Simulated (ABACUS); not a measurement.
Wanted: the native input for an ABACUS 3.10.1 run.

```yaml
Task: single point
Functional: HCTH407
Potentials_or_basis: Ansatz NC PBE
Cutoff: 1143 eV
Density_cutoff: 4572 eV
Basis: plane waves
k_mesh: 6 × 6 × 6
Occupations: fermi-dirac, width 0.05 eV
Spin: no spin polarisation
Radial_cutoff_of_the_potentials_pseudo_rcut: 10 bohr
SCF_threshold_on_the_density: 1e-08
Max_SCF_steps: 100
Eigensolver: dav
Mixing: broyden
Mixing_share: 0.7
Symmetry_key: 1
Bands: 24
```

The system is GaAs.

```
CELL_PARAMETERS angstrom
0.00000 2.82685 2.82685
2.82685 0.00000 2.82685
2.82685 2.82685 0.00000
ATOMIC_POSITIONS crystal
As 0.75000 0.75000 0.75000
Ga 0.00000 0.00000 0.00000
```

The input as run:

INPUT

```
INPUT_PARAMETERS
suffix              GaAs
calculation         scf
basis_type          pw
pseudo_dir          ./
symmetry            1
dft_functional      GGA_XC_HCTH_407
ecutwfc             84
pseudo_rcut         10
nspin               1
nbands              24
ks_solver           dav
smearing_method     fd
smearing_sigma      0.00367493
scf_thr             1e-08
scf_nmax            100
mixing_type         broyden
mixing_beta         0.7
cal_force           1
cal_stress          1
out_chg             1
kpar                4
```

STRU

```
ATOMIC_SPECIES
As 74.9216 As.upf
Ga 69.7230 Ga.upf

LATTICE_CONSTANT
1.8897261246

LATTICE_VECTORS
0.0000000000 2.8268500000 2.8268500000
2.8268500000 0.0000000000 2.8268500000
2.8268500000 2.8268500000 0.0000000000

ATOMIC_POSITIONS
Direct

As
0.0
1
0.7500000000 0.7500000000 0.7500000000 1 1 1

Ga
0.0
1
0.0000000000 0.0000000000 0.0000000000 1 1 1
```

KPT

```
K_POINTS
0
Gamma
6 6 6 0 0 0
```

Potentials or basis: Ansatz NC PBE, plane waves.

Run with:

```console
$ OMP_NUM_THREADS=1 mpirun -np 4 abacus > log
```

It gave:

The pressure is 5.8 GPa and the band gap on the k mesh is 0.79 eV, direct.

Caveat: the potentials were made for another functional, which shifts forces and pressure.

Wall time 7.8 s on 4 MPI ranks on Intel(R) Xeon(R) Platinum 8488C (Sapphire Rapids), on a shared host, peak memory 0.4 GiB a rank.
